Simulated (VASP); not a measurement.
# Au (Im-3m) in VASP: a series of runs

The runs below take Au through relaxation of cell and atoms, single point, with PBE, PBE+D3(BJ), PBEsol.

Everything below comes from runs of VASP 6.6.1. Logs are shortened: lines on timing, memory, paths and dates and some standing lists are left out, and cuts for length are marked.

### Step 1. Starting point

It takes space group Im-3m (No. 229, cubic). Conventional cell: a = 3.240 Å, b = 3.240 Å, c = 3.240 Å, α = 90.00°, β = 90.00°, γ = 90.00°. Around Au (site symmetry m-3m) lie 8 Au at 2.81 Å.

This isn't the form of Au at room conditions, which is fcc.

### Step 2. Relaxation of cell and atoms, PBE

Input file INCAR:

```
PREC     = Accurate       # precision mode
ENCUT    = 600            # plane-wave cutoff, eV
EDIFF    = 1E-7           # SCF threshold, eV
ISMEAR   = 0              # smearing method
SIGMA    = 0.1            # smearing width, eV
LREAL    = False          # projectors in reciprocal space
LASPH    = True           # aspherical terms in the spheres
NELM     = 60             # most SCF steps
ALGO     = Normal         # electronic algorithm
ISIF     = 3              # what is computed and relaxed
LWAVE    = False          # write WAVECAR
LCHARG   = False          # write CHGCAR
GGA      = PE             # functional
IBRION   = 2              # ionic algorithm
NSW      = 90             # ionic steps
EDIFFG   = -0.005         # ionic threshold
```

Input file KPOINTS:

```
Automatic mesh
0
Gamma
  18 18 18
```

Input file POSCAR:

```
Au
1.0
   -1.6198059000      1.6198059000      1.6198059000
    1.6198059000     -1.6198059000      1.6198059000
    1.6198059000      1.6198059000     -1.6198059000
Au
1
Direct
    0.0000000000      0.0000000000      0.0000000000
```

Potentials or basis: VASP PAW PBE potentials, release 64 (Au).

Command:

```sh
$ cat potpaw_PBE.64/Au/POTCAR > POTCAR
$ mpirun -np 1 vasp_std > vasp.out
```

OUTCAR:

```text
PREC = Accurate
   ENCUT = 600
   EDIFF = 1E-7
   ISMEAR = 0
   LREAL = False
   LASPH = True
   NELM = 60
   ISIF = 3
   GGA = PE
   IBRION = 2
   NSW = 90
   EDIFFG = -0.005

 ion  position               nearest neighbor table
   1  0.000  0.000  0.000-

  LATTYP: Found a body centered cubic cell.
 ALAT       =     3.2396118000

  Lattice vectors:

 A1 = (  -1.6198059000,   1.6198059000,   1.6198059000)
 A2 = (   1.6198059000,  -1.6198059000,   1.6198059000)
 A3 = (   1.6198059000,   1.6198059000,  -1.6198059000)

Analysis of symmetry for initial positions (statically):
=====================================================================
 Subroutine PRICEL returns:
 Original cell was already a primitive cell.

 Routine SETGRP: Setting up the symmetry group for a
 body centered cubic supercell.

 Subroutine GETGRP returns: Found 48 space group operations
 (whereof 48 operations were pure point group operations)
 out of a pool of 48 trial point group operations.

The static configuration has the point symmetry O_h .

Analysis of symmetry for dynamics (positions and initial velocities):
=====================================================================
 Subroutine PRICEL returns:
 Original cell was already a primitive cell.

 Routine SETGRP: Setting up the symmetry group for a
 body centered cubic supercell.

 Subroutine GETGRP returns: Found 48 space group operations
 (whereof 48 operations were pure point group operations)
 out of a pool of 48 trial point group operations.

The dynamic configuration has the point symmetry O_h .

 Subroutine INISYM returns: Found 48 space group operations
 (whereof 48 operations are pure point group operations),
 and found     1 'primitive' translations

----------------------------------------------------------------------------------------

                                     Primitive cell

  volume of cell :      17.0000

  direct lattice vectors                    reciprocal lattice vectors
    -1.619805900  1.619805900  1.619805900     0.000000000  0.308678960  0.308678960
     1.619805900 -1.619805900  1.619805900     0.308678960  0.000000000  0.308678960
     1.619805900  1.619805900 -1.619805900     0.308678960  0.308678960  0.000000000

  length of vectors
     2.805586117  2.805586117  2.805586117     0.436537971  0.436537971  0.436537971

  position of ions in fractional coordinates (direct lattice)
     0.000000000  0.000000000  0.000000000

  ion indices of the primitive-cell ions
   primitive index   ion index
                 1           1

----------------------------------------------------------------------------------------

 KPOINTS: Automatic mesh

Automatic generation of k-mesh.
 Grid dimensions read from file:
 generate k-points for:   18   18   18

 Generating k-lattice:

  Cartesian coordinates                     Fractional coordinates (reciprocal lattice)
     0.000000000  0.017148831  0.017148831     0.055555556  0.000000000  0.000000000
     0.017148831  0.000000000  0.017148831     0.000000000  0.055555556  0.000000000
     0.017148831  0.017148831  0.000000000     0.000000000  0.000000000  0.055555556

  Length of vectors
     0.024252110  0.024252110  0.024252110

  Shift w.r.t. Gamma in fractional coordinates (k-lattice)
     0.000000000  0.000000000  0.000000000

 Subroutine IBZKPT returns following result:
 ===========================================

 Found    195 irreducible k-points:

 Following reciprocal coordinates:
            Coordinates               Weight
  0.000000  0.000000  0.000000      1.000000
  0.055556  0.000000  0.000000     12.000000
  0.111111  0.000000  0.000000     12.000000
  0.166667  0.000000  0.000000     12.000000
  0.222222  0.000000  0.000000     12.000000
  0.277778  0.000000  0.000000     12.000000
[... 16 lines left out ...]
  0.333333  0.111111  0.000000     48.000000
  0.388889  0.111111  0.000000     48.000000
 [... further k-points ...]
   k-points           NKPTS =    195   k-points in BZ     NKDIM =    195   number of bands    NBANDS=      9
   number of dos      NEDOS =    301   number of ions     NIONS =      1
   total plane-waves  NPLWV =  13824
   dimension x,y,z NGX =    24 NGY =   24 NGZ =   24
   dimension x,y,z NGXF=    48 NGYF=   48 NGZF=   48
   ions per type =               1
   NGX,Y,Z   is equivalent  to a cutoff of  14.22, 14.22, 14.22 a.u.
   NGXF,Y,Z  is equivalent  to a cutoff of  28.44, 28.44, 28.44 a.u.
 SYSTEM =  unknown system
   PREC   = accura    normal or accurate (medium, high low for compatibility)
   ISTART =      0    job   : 0-new  1-cont  2-samecut
   ICHARG =      2    charge: 1-file 2-atom 10-const
   ISPIN  =      1    spin polarized calculation?
   LNONCOLLINEAR =      F non collinear calculations
   LSORBIT =      F    spin-orbit coupling
   LASPH  =      T    aspherical Exc in radial PAW
   ENCUT  =  600.0 eV  44.10 Ry    6.64 a.u.   5.60  5.60  5.60*2*pi/ulx,y,z
   NELM   =     60;   NELMIN=  2; NELMDL= -5     # of ELM steps
   EDIFF  = 0.1E-06   stopping-criterion for ELM
   LREAL  =      F    real-space projection
   EDIFFG = -.5E-02   stopping-criterion for IOM
   NSW    =     90    number of steps for IOM
   IBRION =      2    ionic relax: 0-MD 1-quasi-New 2-CG
   NFREE  =      1    steps in history (QN), initial steepest desc. (CG)
   ISIF   =      3    stress and relaxation
   ISYM   =      2    0-nonsym 1-usesym 2-fastsym
   POTIM  = 0.5000    time-step for ionic-motion
   TEBEG  =    0.0;   TEEND  =   0.0 temperature during run
   PSTRESS=    0.0 pullay stress
   NELECT =      11.0000    total number of electrons
   NUPDOWN=      -1.0000    fix difference up-down
   EMIN   =  10.00;   EMAX   =-10.00  energy-range for DOS
   EFERMI =   0.00;   METHOD = LEGACY
   ISMEAR =     0;   SIGMA  =   0.10  broadening in eV -4-tet -1-fermi 0-gaus
   EFERMI_NEDOS =   21; number of points for ismear=-14 and -15
   IALGO  =     38    algorithm
   IMIX   =      4    mixing-type and parameters
     AMIX     =   0.40;   BMIX     =  1.00
     AMIX_MAG =   1.60;   BMIX_MAG =  1.00
  volume/ion in A,a.u.               =      17.00       114.72
  Fermi-wavevector in a.u.,A,eV,Ry     =   1.415977  2.675808 27.279543  2.004990
  Thomas-Fermi vector in A             =   2.537359
   LORBIT       =      0    0 simple, 1 ext, 2 COOP (PROOUT), +10 PAW based schemes
   GGA     = PE    functional components
   LHFCALC =     F    Hartree Fock is set to
   AEXX    =    0.0000 exact exchange contribution
   IVDW    =     0    specifies the selected vdW correction
   LEPSILON=     F    determine dielectric tensor
   LRPA    =     F    only Hartree local field effects (RPA)
 conjugate gradient relaxation of ions
 non-spin polarized calculation
 Gauss-broadening in eV      SIGMA  =   0.10
  energy-cutoff  :      600.00
  volume of cell :       17.00
 maximum number of plane-waves:       586
   NGX = 11   NGY = 11   NGZ = 11

--------------------------------------- Ionic step        1  -------------------------------------------

 number of electron      11.0000001 magnetization

 Free energy of the ion-electron system (eV)
  ---------------------------------------------------
  ext. energy  EPLUGINS =         0.00000000
  ---------------------------------------------------
  free energy    TOTEN  =        -3.17515711 eV

  energy without entropy =       -3.17472206  energy(sigma->0) =       -3.17493958

------------------------ aborting loop because EDIFF is reached ----------------------------------------

  FORCE on cell =-STRESS in cart. coord.  units (eV):
  Direction    XX          YY          ZZ          XY          YZ          ZX
  --------------------------------------------------------------------------------------
  -------------------------------------------------------------------------------------
  Total        0.9709163      0.9709163      0.9709163      0.0000000      0.0000000     -0.0000000
  in kB       91.5047098     91.5047098     91.5047098      0.0000000      0.0000000     -0.0000000
  external PRESSURE =      91.5047098 kB  Pullay stress =       0.0000000 kB

 VOLUME and BASIS-vectors are now :
 -----------------------------------------------------------------------------
  energy-cutoff  :      600.00
  volume of cell :       17.00
      direct lattice vectors                 reciprocal lattice vectors
    -1.619805900  1.619805900  1.619805900     0.000000000  0.308678960  0.308678960
     1.619805900 -1.619805900  1.619805900     0.308678960  0.000000000  0.308678960
     1.619805900  1.619805900 -1.619805900     0.308678960  0.308678960  0.000000000
[... 71 lines left out ...]
 POSITION                                       TOTAL-FORCE (eV/Angst)
 -----------------------------------------------------------------------------------
      0.00000     -0.00000      0.00000        -0.000000      0.000000      0.000000
 -----------------------------------------------------------------------------------
    total drift:                               -0.000000      0.000000      0.000000

  FREE ENERGIE OF THE ION-ELECTRON SYSTEM (eV)
  ---------------------------------------------------
  free  energy   TOTEN  =        -3.2009923278 eV

  energy  without entropy=       -3.2001656150  energy(sigma->0) =       -3.20057897

--------------------------------------- Ionic step        4  -------------------------------------------

 number of electron      10.9999999 magnetization

 Free energy of the ion-electron system (eV)
  ---------------------------------------------------
  ext. energy  EPLUGINS =         0.00000000
  ---------------------------------------------------
  free energy    TOTEN  =        -3.20100282 eV

  energy without entropy =       -3.20019109  energy(sigma->0) =       -3.20059695

 E-fermi :   8.6792     XC(G=0): -12.4053

 val. band max:        8.6339936211   @ k =   0.3889   0.0556   0.0556
 cond. band min:       8.7547827717   @ k =  -0.3333   0.3333   0.3333
 fundamental gap:      0.1207891506
 Fermi energy:         8.6792249045

 k-point     1 :       0.0000    0.0000    0.0000
  band No.  band energies     occupation
      1      -0.6819      2.00000
      2       4.0237      2.00000
      3       4.0237      2.00000
      4       4.0237      2.00000
      5       5.7994      2.00000
      6       5.7994      2.00000
      7      25.1255      0.00000
      8      25.1255      0.00000
      9      25.1255      0.00000

 k-point     2 :       0.0556    0.0000    0.0000
  band No.  band energies     occupation
      1      -0.5729      2.00000
      2       3.9903      2.00000
      3       4.0271      2.00000
      4       4.0982      2.00000
      5       5.7592      2.00000
      6       5.8017      2.00000
      7      25.0957      0.00000
      8      25.1504      0.00000
      9      25.2600      0.00000
[... 253 lines left out ...]
 k-point    24 :       0.3889    0.1111    0.0000
  band No.  band energies     occupation
      1       2.0913      2.00000
      2       3.1323      2.00000
      3       5.4034      2.00000
      4       5.6784      2.00000
      5       6.4090      2.00000
      6       8.8026      0.08094
      7      12.8730      0.00000
      8      20.2228      0.00000
      9      21.9326      0.00000

 [... further k-points ...]

------------------------ aborting loop because EDIFF is reached ----------------------------------------

  FORCE on cell =-STRESS in cart. coord.  units (eV):
  Direction    XX          YY          ZZ          XY          YZ          ZX
  --------------------------------------------------------------------------------------
  -------------------------------------------------------------------------------------
  Total       -0.0002600     -0.0002600     -0.0002600     -0.0000000      0.0000000      0.0000000
  in kB       -0.0231866     -0.0231866     -0.0231866     -0.0000000      0.0000000      0.0000000
  external PRESSURE =      -0.0231866 kB  Pullay stress =       0.0000000 kB

 VOLUME and BASIS-vectors are now :
 -----------------------------------------------------------------------------
  energy-cutoff  :      600.00
  volume of cell :       17.97
      direct lattice vectors                 reciprocal lattice vectors
    -1.649963044  1.649963044  1.649963044     0.000000000  0.303037090  0.303037090
     1.649963044 -1.649963044  1.649963044     0.303037090  0.000000000  0.303037090
     1.649963044  1.649963044 -1.649963044     0.303037090  0.303037090  0.000000000

 POSITION                                       TOTAL-FORCE (eV/Angst)
 -----------------------------------------------------------------------------------
      0.00000     -0.00000      0.00000         0.000000     -0.000000      0.000000
 -----------------------------------------------------------------------------------
    total drift:                                0.000000      0.000000      0.000000

  FREE ENERGIE OF THE ION-ELECTRON SYSTEM (eV)
  ---------------------------------------------------
  free  energy   TOTEN  =        -3.2010028152 eV

  energy  without entropy=       -3.2001910935  energy(sigma->0) =       -3.20059695

 reached required accuracy - stopping structural energy minimisation
```

Run time: 31 s. Hardware: 1 thread of Intel Xeon 6975P-C (Granite Rapids), shared host; peak memory 0.17 GiB.

What came out:

* Free energy: -3.2010 eV
* Relaxed volume: 17.97 Å³/atom
* Relaxed cell: a = 2.858 Å, b = 2.858 Å, c = 2.858 Å, α = 109.47°, β = 109.47°, γ = 109.47°
* Space group after relaxing (to 0.05 Å): Im-3m (No. 229)
* Energy gained by relaxing: 25.8 meV/atom
* Ionic steps: 4
* Pressure after relaxing: 0.0 GPa
* Band gap on the k mesh: none (metal or under the smearing width)

The path:
| step | energy change (eV) | largest force (eV/Å) | pressure (GPa) | volume (Å³) |
| --- | --- | --- | --- | --- |
| 1 | 0.0000 | 0.0000 | 9.15 | 17.00 |
| 2 | 0.0208 | 0.0000 | -8.76 | 19.50 |
| 3 | -0.0258 | 0.0000 | -0.15 | 17.99 |
| 4 | -0.0258 | 0.0000 | 0.00 | 17.97 |

Final structure:
```
CELL_PARAMETERS angstrom
-1.64996 1.64996 1.64996
1.64996 -1.64996 1.64996
1.64996 1.64996 -1.64996
ATOMIC_POSITIONS crystal
Au 0.00000 0.00000 0.00000
```

Levels at points of the mesh, in eV from the Fermi level:
```tsv
k point	band 2	band 3	band 4	band 5	band 6	band 7	band 8	band 9
(0.00, 0.00, 0.00)	-4.66	-4.66	-4.66	-2.88	-2.88	16.45	16.45	16.45
(0.50, 0.00, 0.00)	-5.65	-3.02	-2.70	-1.47	-0.46	3.21	12.29	13.50
(0.50, 0.50, 0.50)	-6.43	-1.82	-1.82	-1.82	6.20	6.20	6.20	9.06
```

### Step 3. Relaxation of cell and atoms, PBE+D3(BJ)

INCAR: that of step 2 with these lines changed.

```diff
@@ -13,2 +13,3 @@
 GGA      = PE             # functional
+IVDW     = 12             # dispersion correction
 IBRION   = 2              # ionic algorithm
```

KPOINTS is that of step 2.

POSCAR is that of step 2.

Potentials or basis: VASP PAW PBE potentials, release 64 (Au).

Command:

```sh
$ cat potpaw_PBE.64/Au/POTCAR > POTCAR
$ mpirun -np 1 vasp_std > vasp.out
```

Run time: 24 s. Hardware: 1 thread of Intel Xeon 6975P-C (Granite Rapids), shared host; peak memory 0.18 GiB.

Results (log left out):

* Free energy: -3.8434 eV
* Relaxed volume: 17.26 Å³/atom
* Relaxed cell: a = 2.820 Å, b = 2.820 Å, c = 2.820 Å, α = 109.47°, β = 109.47°, γ = 109.47°
* Space group after relaxing (to 0.05 Å): Im-3m (No. 229)
* Energy gained by relaxing: 2.1 meV/atom
* Ionic steps: 3
* Pressure after relaxing: 0.0 GPa
* Band gap on the k mesh: none (metal or under the smearing width)
* Dispersion energy per atom: -0.656 eV

The path:
```tsv
step	energy change (eV)	largest force (eV/Å)	pressure (GPa)	volume (Å³)
1	0.0000	0.0000	2.63	17.00
2	0.0031	0.0000	-3.76	17.70
3	-0.0021	0.0000	-0.01	17.26
```

Final structure:
```yaml
crystal:
  lattice:
    - [-1.62815, 1.62815, 1.62815]
    - [1.62815, -1.62815, 1.62815]
    - [1.62815, 1.62815, -1.62815]
  atoms:
    - { symbol: Au, position: [0.00000, 0.00000, 0.00000] }
```

Levels at points of the mesh, in eV from the Fermi level:
```
           k point  band 2  band 3  band 4  band 5  band 6  band 7  band 8  band 9
(0.00, 0.00, 0.00)   -4.85   -4.85   -4.85   -2.96   -2.96   16.48   16.48   16.48
(0.50, 0.00, 0.00)   -5.92   -3.10   -2.76   -1.44   -0.62    3.46   12.34   13.80
(0.50, 0.50, 0.50)   -6.77   -1.82   -1.82   -1.82    6.26    6.26    6.26    9.55
```

Caveat: pairwise dispersion overbinds metals, which lowers pressure and volume.

### Step 4. Relaxation of cell and atoms, PBEsol

INCAR: that of step 3 with these lines changed.

```diff
@@ -1,3 +1,3 @@
 PREC     = Accurate       # precision mode
-ENCUT    = 600            # plane-wave cutoff, eV
+ENCUT    = 300            # plane-wave cutoff, eV
 EDIFF    = 1E-7           # SCF threshold, eV
@@ -12,4 +12,3 @@
 LCHARG   = False          # write CHGCAR
-GGA      = PE             # functional
-IVDW     = 12             # dispersion correction
+GGA      = PS             # functional
 IBRION   = 2              # ionic algorithm
```

KPOINTS is that of step 3.

POSCAR is that of step 3.

Command:

```sh
$ cat potpaw_PBE.64/Au/POTCAR > POTCAR
$ mpirun -np 1 vasp_std > vasp.out
```

Run time: 9.2 s. Hardware: 1 thread of Intel Xeon 6975P-C (Granite Rapids), shared host; peak memory 0.12 GiB.

Results (log left out):

| Item | Value |
| --- | --- |
| Free energy | -3.9133 eV |
| Relaxed volume | 16.94 Å³/atom |
| Relaxed cell | a = 2.803 Å, b = 2.803 Å, c = 2.803 Å, α = 109.47°, β = 109.47°, γ = 109.47° |
| Space group after relaxing (to 0.05 Å) | Im-3m (No. 229) |
| Energy gained by relaxing | 0.1 meV/atom |
| Ionic steps | 3 |
| Pressure after relaxing | 0.0 GPa |
| Band gap on the k mesh | none (metal or under the smearing width) |

Final structure:
```yaml
crystal:
  lattice:
    - [-1.61803, 1.61803, 1.61803]
    - [1.61803, -1.61803, 1.61803]
    - [1.61803, 1.61803, -1.61803]
  atoms:
    - { symbol: Au, position: [0.00000, 0.00000, 0.00000] }
```

Levels at points of the mesh, in eV from the Fermi level:
| k point | band 2 | band 3 | band 4 | band 5 | band 6 | band 7 | band 8 | band 9 |
| --- | --- | --- | --- | --- | --- | --- | --- | --- |
| (0.00, 0.00, 0.00) | -4.91 | -4.91 | -4.91 | -2.94 | -2.94 | 16.48 | 16.48 | 16.48 |
| (0.50, 0.00, 0.00) | -6.02 | -3.09 | -2.73 | -1.37 | -0.75 | 3.57 | 12.33 | 13.90 |
| (0.50, 0.50, 0.50) | -6.91 | -1.77 | -1.77 | -1.77 | 6.23 | 6.23 | 6.23 | 9.74 |

Caveat: the PAW data sets were made with another functional, which shifts forces and pressure a little. The run has no spin-orbit coupling, so splittings on Au are missing.

[end of part 1 of 2]
